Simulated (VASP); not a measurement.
# Mo (Im-3m) in VASP: a series of runs

The runs below take Mo through relaxation of cell and atoms, vibrations by finite differences, with PBE.

Program: VASP 6.6.1. These are calculated values, not measurements. Logs are shortened: lines on timing, memory, paths and dates and some standing lists are left out, and cuts for length are marked.

## (1) The structure

It takes space group Im-3m (No. 229, cubic). Conventional cell: a = 3.147 Å, b = 3.147 Å, c = 3.147 Å, α = 90.00°, β = 90.00°, γ = 90.00°. Around Mo (site symmetry m-3m) lie 8 Mo at 2.73 Å.

## (2) Relaxation of cell and atoms, PBE, target pressure 22 GPa, at which the enthalpy is minimised

Contents of INCAR:

```
PREC = Accurate
ENCUT = 520
EDIFF = 1E-7
ISMEAR = 0
SIGMA = 0.1
LREAL = F
LASPH = T
NELM = 60
ALGO = Normal
ISIF = 3
LWAVE = F
LCHARG = F
GGA = PE
IBRION = 2
NSW = 80
EDIFFG = -0.002
PSTRESS = 220.0
```

Contents of KPOINTS:

```
regular mesh
0
Gamma
  18 18 18
```

Contents of POSCAR:

```
Mo
1.0
   -1.5734150000      1.5734150000      1.5734150000
    1.5734150000     -1.5734150000      1.5734150000
    1.5734150000      1.5734150000     -1.5734150000
Mo
1
Direct
    0.0000000000      0.0000000000      0.0000000000
```

Potentials or basis: VASP PAW PBE potentials, release 64 (Mo_sv).

On the command line:

```console
$ cat potpaw_PBE.64/Mo_sv/POTCAR > POTCAR
$ mpirun -np 1 vasp_std > vasp.out
```

OUTCAR:

```text
PREC = Accurate
   ENCUT = 520
   EDIFF = 1E-7
   ISMEAR = 0
   LREAL = F
   LASPH = T
   NELM = 60
   ISIF = 3
   GGA = PE
   IBRION = 2
   NSW = 80
   EDIFFG = -0.002
   PSTRESS = 220.0

 ion  position               nearest neighbor table
   1  0.000  0.000  0.000-

  LATTYP: Found a body centered cubic cell.
 ALAT       =     3.1468300000

  Lattice vectors:

 A1 = (  -1.5734150000,   1.5734150000,   1.5734150000)
 A2 = (   1.5734150000,  -1.5734150000,   1.5734150000)
 A3 = (   1.5734150000,   1.5734150000,  -1.5734150000)

Analysis of symmetry for initial positions (statically):
=====================================================================
 Subroutine PRICEL returns:
 Original cell was already a primitive cell.

 Routine SETGRP: Setting up the symmetry group for a
 body centered cubic supercell.

 Subroutine GETGRP returns: Found 48 space group operations
 (whereof 48 operations were pure point group operations)
 out of a pool of 48 trial point group operations.

The static configuration has the point symmetry O_h .

Analysis of symmetry for dynamics (positions and initial velocities):
=====================================================================
 Subroutine PRICEL returns:
 Original cell was already a primitive cell.

 Routine SETGRP: Setting up the symmetry group for a
 body centered cubic supercell.

 Subroutine GETGRP returns: Found 48 space group operations
 (whereof 48 operations were pure point group operations)
 out of a pool of 48 trial point group operations.

The dynamic configuration has the point symmetry O_h .

 Subroutine INISYM returns: Found 48 space group operations
 (whereof 48 operations are pure point group operations),
 and found     1 'primitive' translations

----------------------------------------------------------------------------------------

                                     Primitive cell

  volume of cell :      15.5808

  direct lattice vectors                    reciprocal lattice vectors
    -1.573415000  1.573415000  1.573415000     0.000000000  0.317780115  0.317780115
     1.573415000 -1.573415000  1.573415000     0.317780115  0.000000000  0.317780115
     1.573415000  1.573415000 -1.573415000     0.317780115  0.317780115  0.000000000

  length of vectors
     2.725234721  2.725234721  2.725234721     0.449408949  0.449408949  0.449408949

[... 89 lines left out ...]
   NELECT =      14.0000    total number of electrons
   NUPDOWN=      -1.0000    fix difference up-down
   EMIN   =  10.00;   EMAX   =-10.00  energy-range for DOS
   EFERMI =   0.00;   METHOD = LEGACY
   ISMEAR =     0;   SIGMA  =   0.10  broadening in eV -4-tet -1-fermi 0-gaus
   EFERMI_NEDOS =   21; number of points for ismear=-14 and -15
   IALGO  =     38    algorithm
   IMIX   =      4    mixing-type and parameters
     AMIX     =   0.40;   BMIX     =  1.00
     AMIX_MAG =   1.60;   BMIX_MAG =  1.00
  volume/ion in A,a.u.               =      15.58       105.14
  Fermi-wavevector in a.u.,A,eV,Ry     =   1.579747  2.985289 33.954710  2.495601
  Thomas-Fermi vector in A             =   2.680079
   LORBIT       =      0    0 simple, 1 ext, 2 COOP (PROOUT), +10 PAW based schemes
   GGA     = PE    functional components
   LHFCALC =     F    Hartree Fock is set to
   AEXX    =    0.0000 exact exchange contribution
   IVDW    =     0    specifies the selected vdW correction
   LEPSILON=     F    determine dielectric tensor
   LRPA    =     F    only Hartree local field effects (RPA)
 conjugate gradient relaxation of ions
 non-spin polarized calculation
 Gauss-broadening in eV      SIGMA  =   0.10
  energy-cutoff  :      520.00
  volume of cell :       15.58
 maximum number of plane-waves:       432
   NGX = 11   NGY = 11   NGZ = 11

--------------------------------------- Ionic step        1  -------------------------------------------

 number of electron      14.0000001 magnetization

 Free energy of the ion-electron system (eV)
  ---------------------------------------------------
  ext. energy  EPLUGINS =         0.00000000
  ---------------------------------------------------
  free energy    TOTEN  =       -10.93204067 eV

  energy without entropy =      -10.92954842  energy(sigma->0) =      -10.93079455

------------------------ aborting loop because EDIFF is reached ----------------------------------------

  FORCE on cell =-STRESS in cart. coord.  units (eV):
  Direction    XX          YY          ZZ          XY          YZ          ZX
  --------------------------------------------------------------------------------------
  -------------------------------------------------------------------------------------
  Total        0.3888254      0.3888254      0.3888254     -0.0000000     -0.0000000      0.0000000
  in kB       39.9830033     39.9830033     39.9830033     -0.0000000     -0.0000000      0.0000000
  external PRESSURE =    -180.0169967 kB  Pullay stress =     220.0000000 kB
[... 135 lines left out ...]
--------------------------------------- Ionic step        5  -------------------------------------------

 number of electron      13.9999997 magnetization

 Free energy of the ion-electron system (eV)
  ---------------------------------------------------
  ext. energy  EPLUGINS =         0.00000000
  ---------------------------------------------------
  free energy    TOTEN  =       -10.86377334 eV

  energy without entropy =      -10.86184075  energy(sigma->0) =      -10.86280704

 E-fermi :  13.6331     XC(G=0): -13.7375

 val. band max:       13.6132849251   @ k =  -0.3889   0.4444   0.2778
 cond. band min:      13.6743301798   @ k =  -0.3333   0.3889   0.2778
 fundamental gap:      0.0610452547
 Fermi energy:        13.6330566050

 k-point     1 :       0.0000    0.0000    0.0000
  band No.  band energies     occupation
      1     -47.7022      2.00000
      2     -20.8130      2.00000
      3     -20.8130      2.00000
      4     -20.8130      2.00000
      5       6.1739      2.00000
      6      12.1096      2.00000
      7      12.1096      2.00000
      8      12.1096      2.00000
      9      15.3680      0.00000
     10      15.3680      0.00000
     11      28.5141      0.00000
[... 309 lines left out ...]
 k-point    24 :       0.3889    0.1111    0.0000
  band No.  band energies     occupation
      1     -47.3644      2.00000
      2     -22.4009      2.00000
      3     -21.3960      2.00000
      4     -20.9034      2.00000
      5       8.3480      2.00000
      6      10.0726      2.00000
      7      13.7075      0.29213
      8      15.2905      0.00000
      9      16.5537      0.00000
     10      19.4623      0.00000
     11      26.1090      0.00000

 [... further k-points ...]
[... 5 lines left out ...]
  --------------------------------------------------------------------------------------
  -------------------------------------------------------------------------------------
  Total        2.0200808      2.0200808      2.0200808      0.0000000      0.0000000     -0.0000000
  in kB      220.0377654    220.0377654    220.0377654      0.0000000      0.0000000     -0.0000000
  external PRESSURE =       0.0377654 kB  Pullay stress =     220.0000000 kB
[... 20 lines left out ...]
  energy  without entropy=      -10.8618407482  energy(sigma->0) =      -10.86280704

  enthalpy is  TOTEN    =        -8.8440392042 eV   P V=        2.0197341369

 reached required accuracy - stopping structural energy minimisation
```

Run time: 49 s. Hardware: 1 thread of AMD EPYC 9R45 (Zen 5), shared host; peak memory 0.12 GiB.

What came out:

| Property | Result |
| --- | --- |
| Free energy | -10.8638 eV |
| Relaxed volume | 14.71 Å³/atom |
| Relaxed cell | a = 2.673 Å, b = 2.673 Å, c = 2.673 Å, α = 109.47°, β = 109.47°, γ = 109.47° |
| Space group after relaxing (to 0.05 Å) | Im-3m (No. 229) |
| Energy change on relaxing (the enthalpy is what falls) | +68.3 meV/atom |
| Ionic steps | 5 |
| Pressure after relaxing | 22.0 GPa |
| Band gap on the k mesh | none (metal or under the smearing width) |

The path:
```tsv
step	energy change (eV)	largest force (eV/Å)	pressure (GPa)	volume (Å³)
1	0.0000	0.0000	4.00	15.58
2	1.2285	0.0000	128.67	11.96
3	0.0569	0.0000	19.96	14.80
4	0.0660	0.0000	21.61	14.73
5	0.0683	0.0000	22.00	14.71
```

Final structure:
```cif
data_structure
_symmetry_space_group_name_H-M 'P 1'
_symmetry_Int_Tables_number 1
_cell_length_a 2.6734
_cell_length_b 2.6734
_cell_length_c 2.6734
_cell_angle_alpha 109.471
_cell_angle_beta 109.471
_cell_angle_gamma 109.471
_cell_volume 14.71
loop_
_atom_site_label
_atom_site_type_symbol
_atom_site_fract_x
_atom_site_fract_y
_atom_site_fract_z
_atom_site_occupancy
Mo1 Mo 0.00000 0.00000 0.00000 1
```

Caveat: the cell is relaxed towards a set pressure, so the enthalpy falls and the energy may rise.

## (3) Relaxation of cell and atoms, PBE, target pressure 22 GPa, at which the enthalpy is minimised

This run uses another cell than the first one, of 14.71 Å³/atom, 0.944 times its volume.

INCAR is that of step 2.

KPOINTS is that of step 2.

Contents of POSCAR:

```
Mo                                      
1.0
   -1.5435026236      1.5435026236      1.5435026236
    1.5435026236     -1.5435026236      1.5435026236
    1.5435026236      1.5435026236     -1.5435026236
  Mo            
     1
Direct
     0.0000000000000000    0.0000000000000000    0.0000000000000000
```

Potentials or basis: VASP PAW PBE potentials, release 64 (Mo_sv).

On the command line:

```console
$ cat potpaw_PBE.64/Mo_sv/POTCAR > POTCAR
$ mpirun -np 1 vasp_std > vasp.out
```

Wall time 26 s (1 thread of AMD EPYC 9R45 (Zen 5), shared host); peak memory 0.12 GiB.

The run converged. Its results:

| Property | Result |
| --- | --- |
| Free energy | -10.8635 eV |
| Relaxed volume | 14.71 Å³/atom |
| Relaxed cell | a = 2.674 Å, b = 2.674 Å, c = 2.674 Å, α = 109.47°, β = 109.47°, γ = 109.47° |
| Space group after relaxing (to 0.05 Å) | Im-3m (No. 229) |
| Energy change on relaxing (the enthalpy is what falls) | -0.2 meV/atom |
| Ionic steps | 3 |
| Pressure after relaxing | 22.0 GPa |
| Band gap on the k mesh | none (metal or under the smearing width) |

The path:
```csv
step,energy change (eV),largest force (eV/Å),pressure (GPa),volume (Å³)
1,0.0000,0.0000,22.05,14.71
2,-0.0013,0.0000,21.83,14.72
3,-0.0002,0.0000,22.01,14.71
```

Final structure:
```
CELL_PARAMETERS angstrom
-1.54356 1.54356 1.54356
1.54356 -1.54356 1.54356
1.54356 1.54356 -1.54356
ATOMIC_POSITIONS crystal
Mo 0.00000 0.00000 0.00000
```

Levels at points of the mesh, in eV from the Fermi level:
```csv
k point,band 4,band 5,band 6,band 7,band 8,band 9,band 10,band 11
"(0.00, 0.00, 0.00)",-34.45,-7.46,-1.52,-1.52,-1.52,1.73,1.73,14.88
"(0.50, 0.00, 0.00)",-34.46,-5.74,-3.74,1.80,1.84,2.48,5.15,12.04
"(0.50, 0.50, 0.50)",-35.60,-5.96,-5.96,4.30,4.30,4.30,9.52,9.52
```

Caveat: the cell is relaxed towards a set pressure, so the enthalpy falls and the energy may rise.

## (4) Vibrations by finite differences, PBE

This run uses another cell than the first one, of 14.71 Å³/atom, 0.944 times its volume.

Contents of INCAR:

```
PREC = Accurate
ENCUT = 520
EDIFF = 1E-8
ISMEAR = 0
SIGMA = 0.1
LREAL = F
LASPH = T
NELM = 60
ALGO = Normal
ISIF = 3
LWAVE = F
LCHARG = F
GGA = PE
IBRION = 6
NFREE = 2
POTIM = 0.015
NSW = 1
```

Contents of KPOINTS:

```
Automatic mesh
0
Gamma
  18 18 18
```

Contents of POSCAR:

```
Mo                                      
1.0
   -1.5435614170      1.5435614170      1.5435614170
    1.5435614170     -1.5435614170      1.5435614170
    1.5435614170      1.5435614170     -1.5435614170
  Mo            
     1
Direct
     0.0000000000000000    0.0000000000000000    0.0000000000000000
```

On the command line:

```console
$ cat potpaw_PBE.64/Mo_sv/POTCAR > POTCAR
$ mpirun -np 1 vasp_std > vasp.out
```

Run time: 10 min. Hardware: 1 thread of AMD EPYC 9R45 (Zen 5), shared host; peak memory 0.47 GiB.

The run converged. Its results:

| Quantity | Value |
| --- | --- |
| Elastic constants C11, C12, C44 | 592, 198, 145 GPa |
| Voigt bulk modulus | 329 GPa |

Elastic tensor in Voigt notation (GPa, in the Cartesian axes of the cell as first typed):
```
592 198 198   0   0   0
198 592 198   0   0   0
198 198 592   0   0   0
  0   0   0 145   0   0
  0   0   0   0 145   0
  0   0   0   0   0 145
```

Clamped-ion elastic tensor (GPa):
```
592 198 198   0   0   0
198 592 198   0   0   0
198 198 592   0   0   0
  0   0   0 145   0   0
  0   0   0   0 145   0
  0   0   0   0   0 145
```

Caveat: elastic constants of metals need much finer meshes, so these are rough.
